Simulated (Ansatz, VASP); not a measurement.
**BAs: VASP beside Ansatz**

INCAR

```
SYSTEM = BAs
  ALGO = Normal
  EDIFF = 1E-7
  ENCUT = 520
  ISIF = 2
  ISMEAR = 0
  LASPH = .True.
  LCHARG = .True.
  LELF = .True.
  LREAL = .False.
  LVHAR = .True.
  LWAVE = .False.
  NBANDS = 11
  NELM = 80
  PREC = Accurate
  SIGMA = 0.05
```

Contents of KPOINTS:

```
k-points
0
Gamma
  10 10 10
  0 0 0
```

POSCAR

```
BAs
1.0
    0.0000000000      2.1974200000      2.1974200000
    2.1974200000      0.0000000000      2.1974200000
    2.1974200000      2.1974200000      0.0000000000
B As
1 1
Direct
    0.0000000000      0.0000000000      0.0000000000
    0.7500000000      0.7500000000      0.7500000000
```

Input for Ansatz:

```yaml
crystal:
  lattice:
    - [0.0, 2.19742, 2.19742]
    - [2.19742, 0.0, 2.19742]
    - [2.19742, 2.19742, 0.0]
  atoms:
    - { symbol: B, position: [0.0, 0.0, 0.0] }
    - { symbol: As, position: [0.75, 0.75, 0.75] }
basis:
  ecutwfc: 420
kpoints:
  mp_grid: { grid: [10, 10, 10] }
hamiltonian:
  xc: lda
scf:
  occupations: { method: gaussian, width: 0.05 }
output:
  forces: true
  stress: true
  eigenvalues: true
  write_density: true
  write_potential: true
  elf: true
  volumetric_format: npy
```

Change from the starting cell: strain -0.080 along x and y, -0.080 along z, atoms carried along.

Alike in both runs: task single point; functional LDA; k mesh 10 × 10 × 10; occupations gaussian, width 0.05 eV; no spin polarisation.

|  | VASP | Ansatz |
| --- | --- | --- |
| version | VASP 6.6.1 | Ansatz 0.2.0 |
| potentials or method | VASP PAW LDA potentials, release 64 (B, As) | scalar-relativistic, plane waves, PAW |
| plane-wave cutoff (eV) | 520 | 420 |
| valence electrons in the cell | 8 | 18 |

Ansatz gave:

| Item | Value |
| --- | --- |
| gap on the k mesh at the Fermi level (eV) | 0.89 |
| least direct gap on the mesh (eV) | 3.63 |
| pressure (GPa) | 50.8 |

Q: What did VASP give for the same quantities?

A: gap on the k mesh at the Fermi level (eV): 0.89; least direct gap on the mesh (eV): 3.64; pressure (GPa): 53.3.

The two sets of potentials don't hold the same shells in valence.

Caveats: so large a pressure means that the cell lies far from this level's equilibrium, or that cutoff or potentials fall short (VASP). A k mesh can miss the band edges.
